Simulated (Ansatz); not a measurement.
**Rh, one cell by several methods**

```xyz
1
Lattice="0.0000 1.9016 1.9016 1.9016 0.0000 1.9016 1.9016 1.9016 0.0000" Properties=species:S:1:pos:R:3 pbc="T T T"
Rh    0.0000    0.0000    0.0000
```

The geometry is COD entry 9008482, unchecked; take it as a test cell.

Methods: DFT, PBE, PAW with Ansatz's default frozen-core files, scalar-relativistic (Ansatz 0.2.0); DFT, PBE, all-electron LAPW, scalar-relativistic (Ansatz 0.2.0).

For PAW: a Γ-centred 16×16×16 k mesh, Fermi–Dirac smearing of 0.08 eV, cutoff 420 eV, no spin polarisation. LAPW targets a basis error of 1 meV/atom. The Ansatz runs share mesh, smearing and spin set-up. Plane-wave (PAW) pressures include the program's estimate of the Pulay term.

Stress and pressure are positive in compression.

Levels count from the Fermi level.

PAW results:

```json
{"quantity": "pressure (GPa)", "PAW": "6.02"}
{"quantity": "highest filled level at X (eV)", "PAW": "-5.942"}
{"quantity": "lowest empty level at X (eV)", "PAW": "0.548"}
{"quantity": "highest filled level at Γ (eV)", "PAW": "-0.986"}
{"quantity": "lowest empty level at Γ (eV)", "PAW": "15.807"}
{"quantity": "highest filled level at U (eV)", "PAW": "-0.685"}
{"quantity": "lowest empty level at U (eV)", "PAW": "0.384"}
```

Question: What does all-electron LAPW give for the same quantities?

Answer: 
```
                      quantity    LAPW
                pressure (GPa)    5.98
highest filled level at X (eV)  -5.942
  lowest empty level at X (eV)   0.550
highest filled level at Γ (eV)  -0.984
  lowest empty level at Γ (eV)  15.791
highest filled level at U (eV)  -0.684
  lowest empty level at U (eV)   0.384
```
